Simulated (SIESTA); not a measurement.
The system is PbO2.

```xyz
3
Lattice="0.0000 2.7020 2.7020 2.7020 0.0000 2.7020 2.7020 2.7020 0.0000" Properties=species:S:1:pos:R:3 pbc="T T T"
Pb    0.0000    0.0000    0.0000
O     4.0530    4.0530    4.0530
O     1.3510    1.3510    1.3510
```

The cell comes from a database or a generator and needn't be the stable form of this composition.

Program: SIESTA 5.4.2. Alike in all runs: task band structure; level PBEsol; no spin polarisation; cell as given; k mesh 9 × 9 × 9; smearing fermi-dirac 0.05 eV; grid cutoff 800 Ry; energy shift 0.003 Ry.

Question: Order these runs on this cell by their pressure, lowest first.
A. potentials or basis PseudoDojo 0.4 standard (PBEsol files), DZ (energy shift 0.003 Ry; two zetas on semicore shells)
B. potentials or basis PseudoDojo 0.4 standard (PBEsol files), SZ (energy shift 0.003 Ry)
C. potentials or basis PseudoDojo 0.4 standard (PBEsol files), SZP (energy shift 0.003 Ry)

Answer: A (-1.2 GPa), C (3.9 GPa), B (6.7 GPa).

Caveats: the basis of atomic orbitals isn't converged, which shifts pressures, moduli and gaps; the basis has no polarisation orbitals (some runs).
